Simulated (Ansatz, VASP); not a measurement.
## Two plane-wave programs on GaP

```
Ga P
1.0
     0.00000    2.75254    2.75254
     2.75254    0.00000    2.75254
     2.75254    2.75254    0.00000
Ga P
1 1
Direct
  0.00000 0.00000 0.00000
  0.25000 0.25000 0.25000
```

Alike in both runs: functional PBE; k mesh 8 × 8 × 8; occupations gaussian, width 0.02 eV; no spin polarisation.

Ansatz relaxed the structure, and its values are those at the end. VASP's run is a single point on that final structure, the one shown.

|  | VASP | Ansatz |
| --- | --- | --- |
| version | VASP 6.6.1 | Ansatz 0.2.0 |
| potentials or method | VASP PAW PBE potentials, release 64 (Ga_d, P) | scalar-relativistic, plane waves, PAW |
| plane-wave cutoff (eV) | 520 | 420 |
| valence electrons in the cell | 18 | 18 |

|  | VASP | Ansatz | Ansatz less VASP |
| --- | --- | --- | --- |
| gap on the k mesh at the Fermi level (eV) | 1.58 | 1.58 | +0.003 |
| least direct gap on the mesh (eV) | 1.58 | 1.58 | +0.003 |
| pressure (GPa) | 0.0 | 0.0 | +0.06 |

The functional is the same, so the differences come from potentials, cutoffs and numerics.

A k mesh can miss the band edges.
